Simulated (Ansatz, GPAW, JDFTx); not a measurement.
PbSe: programs and potentials compared

```xyz
2
Lattice="0.0000 3.0606 3.0606 3.0606 0.0000 3.0606 3.0606 3.0606 0.0000" Properties=species:S:1:pos:R:3 pbc="T T T"
Pb    0.0000    0.0000    0.0000
Se    3.0606    3.0606    3.0606
```

Alike in all runs: task single point; functional PBEsol; k mesh 8 × 8 × 8; occupations gaussian, width 0.05 eV; no spin polarisation; no spin-orbit coupling. Pressure is positive in compression and, in plane waves, holds the error of the finite cutoff.

| program and potentials | plane-wave cutoff (eV) | notes | band gap (eV) | pressure (GPa) |
| --- | --- | --- | --- | --- |
| JDFTx, PseudoDojo-SR-PBEsol-0.4.1-standard with smoothed tails | 1170 | 15 valence electrons an atom on average | 0.21 | -0.48 |
| Ansatz, all-electron LAPW, scalar-relativistic | - | - | 0.20 | -0.48 |
| GPAW, PAW data sets generated for this functional | 600 | 10 valence electrons an atom on average | 0.15 | -0.69 |

The band gap spans 0.15 (GPAW, PAW data sets generated for this functional) to 0.21 eV (JDFTx, PseudoDojo-SR-PBEsol-0.4.1-standard with smoothed tails), with all-electron results at 0.20. The pressure spans -0.69 (GPAW, PAW data sets generated for this functional) to -0.48 GPa (JDFTx, PseudoDojo-SR-PBEsol-0.4.1-standard with smoothed tails), with all-electron results at -0.48. Spin-orbit coupling, left out here, moves the band edges of heavy atoms.

The functional is the same throughout but for its coding, so the spread measures potentials, basis and numerics; runs on potential files found faulty are left out.
